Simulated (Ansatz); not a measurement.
## Fe started on a Ge site in diamond Ge, 64 atoms, charge +1

All numbers come from Ansatz (PAW, plane waves, no spin–orbit coupling) at the single k point (¼, ¼, ¼) without its symmetry partners. The atoms were relaxed with PBEsol in a fixed cell; other functionals are single points on those atoms unless said otherwise. The valence top and gap of the host come from its small cell on a dense mesh, with the band extrema sought between the mesh points, lined up by the mean potential, PBEsol gap 0.00 eV, r²SCAN gap 0.35 eV. The charge correction uses an assumed dielectric constant of 16.0.

Cell: a = 11.351 Å, b = 11.351 Å, c = 11.351 Å, α = 90.00°, β = 90.00°, γ = 90.00°.

Nearest atoms after relaxation, from the placed atom (for vacancies from the middle of the vacant sites): Ge at 2.32 Å, Ge at 2.35 Å, Ge at 2.35 Å, Ge at 2.35 Å.

Chemical potentials μ are those of reference phases of the elements at zero temperature by the same functional (the usual solids, diamond for C, grey Sn, and the molecules H2, N2, O2, F2, Cl2, Br2 and S8).

| functional | E(defect) − E(host) − Σ nμ + q·E_VBM (eV) | monopole (eV) | alignment (eV) | formation energy at E_F = VBM (eV) | moment (μB) | wall time, shared host |
| --- | --- | --- | --- | --- | --- | --- |
| PBEsol | 2.17 | 0.11 | -0.04 | 2.24 | 3.0 | 37 s on NVIDIA H100 (relaxation) |
| r²SCAN | 2.06 | 0.11 | -0.03 | 2.14 | 3.0 | 51 s on NVIDIA H100 |

(1) How does the monopole term follow by hand for this cubic cell?

r²SCAN one-electron levels near the gap (the ten most localised at most), from the host's valence top, not corrected for the charge's images:

```csv
level (eV),spin,filling,atoms sharing it,element of the atom with most weight
0.04,up,0.00,25.6,spread
0.04,up,0.00,25.7,spread
0.22,down,0.00,4.7,Fe
0.28,down,0.00,2.3,Fe
0.28,down,0.00,2.4,Fe
0.56,down,0.00,6.8,Fe
0.56,down,0.00,6.9,Fe
```

The charge sits partly or wholly in a band of the host, at the cell's one k point and not at the band edge, so the formation energy is too high and the charge correction doesn't apply as it stands.

One k point and a cell of this size can leave errors of several tenths of an eV in such numbers.

Answers

(1) q²·α·e²/(4πε₀)/(2εL) with the Madelung constant α = 2.837 and e²/4πε₀ = 14.40 eV·Å: 1 × 2.837 × 14.40 / (2 × 16.0 × 11.351) = 0.11 eV.

The moment of 3.0 μB, the same in both functionals, probably doesn't reflect a simple d³ ion. All five Fe-weighted spin-down levels listed are empty, while the two empty spin-up states are spread over the host. This suggests a nearly filled majority d shell, close to high-spin d⁵, whose moment is reduced by two holes in valence-like Ge states. Removing an electron would then mostly deplete Ge bonding states rather than oxidise Fe further.

The differing extents of the spin-down states fit tetrahedral ligand-field theory. The e orbitals point between the neighbours and stay compact, whereas the t₂ orbitals mix with Ge p states and spread out. The uneven t₂-like energies may come from a slight distortion or from the k-point sampling. The levels lie too near the band edges, or outside the gap, to establish a deep donor or acceptor. Nor does the calculation show that Fe prefers this site, since interstitial Fe was not compared.
